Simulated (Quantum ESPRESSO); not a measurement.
**As: band structure with AM05**

The system is As.

```
As
1.0
     1.88080    1.08588    3.51406
    -1.88080    1.08588    3.51406
     0.00000   -2.17176    3.51406
As
2
Cartesian
  0.0000 0.0000 2.3825
  0.0000 0.0000 8.1597
```

```json
{"Program": "Quantum ESPRESSO 7.5", "Task": "band structure", "Functional": "AM05", "Potentials or basis": "SG15 PBE 1.2", "Cutoff": "952 eV", "Density cutoff": "3810 eV", "k mesh": "9 × 9 × 9", "Occupations": "fermi-dirac, width 0.05 eV", "Spin": "no spin polarisation", "Mixing beta": "0.5", "Most SCF iterations": "120", "SCF threshold": "4e-10 Ry"}
```

```
Pressure               : 2.3 GPa
Largest force          : 0.587 eV/Å
Band gap on the k mesh : none (metal or under the smearing width)
```

Forces in eV/Å, atoms in the order of the input:
```
As   0.000  0.000  0.587
As   0.000  0.000 -0.587
```

Stress tensor (GPa, compression positive):
```
2.68 0.00 0.00
0.00 2.68 0.00
0.00 0.00 1.51
```

Levels at the corners of the path, in eV from the Fermi level:
```
point  band 2  band 3  band 4  band 5  band 6  band 7  band 8  band 9
    Γ   -5.78   -2.46   -1.99   -1.99    1.57    2.92    2.92    6.82
    L  -11.10   -2.85   -2.79   -0.37   -0.36    0.34    1.41    8.88
   B1  -10.60   -5.93   -5.40   -1.35    1.26    5.20    5.41    6.84
    B  -10.60   -5.93   -5.40   -1.35    1.26    5.20    5.41    6.84
    Z   -9.98   -1.75   -1.75   -0.67    0.78    0.78    1.88    7.91
    Γ   -5.78   -2.46   -1.99   -1.99    1.57    2.92    2.92    6.82
    X  -10.84   -6.20   -3.55   -3.54    3.26    3.33    5.29    6.40
    Q  -10.84   -6.20   -3.55   -3.54    3.26    3.33    5.29    6.40
    F   -9.73   -5.99   -4.21   -4.13    1.32    5.53    6.93    7.36
   P1  -10.13   -6.16   -3.76   -3.03    2.11    3.91    6.03    6.44
    Z   -9.98   -1.75   -1.75   -0.67    0.78    0.78    1.88    7.91
    L  -11.10   -2.85   -2.79   -0.37   -0.36    0.34    1.41    8.88
    P  -10.13   -6.16   -3.76   -3.03    2.11    3.91    6.03    6.44
```

Run time: 73 s on 1 thread of Arm Neoverse V1, on a shared host, peak memory 0.09 GiB.

Caveat: the potentials were made for another functional, which shifts forces and pressure.
